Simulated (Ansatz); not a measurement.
A run of Ansatz 0.2.0:

The input input.yaml:

```yaml
crystal:
  lattice:
    - [3.1835163552, 0.0, 0.0]
    - [-1.5917581776, 2.7570060369, 0.0]
    - [0.0, 0.0, 16.95057789]
  atoms:
    - { symbol: W, position: [0.0, 0.0, 0.0] }
    - { symbol: S, position: [0.3333333333, 0.6666666667, 0.09200051] }
    - { symbol: S, position: [0.3333333333, 0.6666666667, 0.90799949] }
hamiltonian:
  xc: pbe
  pseudopotentials: { kind: paw }
kpoints:
  mp_grid: { grid: [10, 10, 2] }
scf:
  occupations: { method: gaussian, width: 0.017 }
output:
  forces: true
  stress: true
  eigenvalues: true
```

Potentials or basis: Ansatz PAW.

Launch:

```bash
$ ansatz run input.yaml --threads 2 --pin off --max-ram 5632MiB --backend cpu --events-out ev --progress --plain --runs-dir out
```

Hardware: 2 threads of Intel(R) Xeon(R) Processor @ 2.50GHz (Skylake/Cascade Lake) (shared host).

Q: Estimate the wall time of this run.

A: Run time: 6.3 s on 2 threads of Intel(R) Xeon(R) Processor @ 2.50GHz (Skylake/Cascade Lake), on a shared host, peak memory 0.41 GiB. Counts: scf iterations 6, plane waves 2937, k points 28, bands 17.
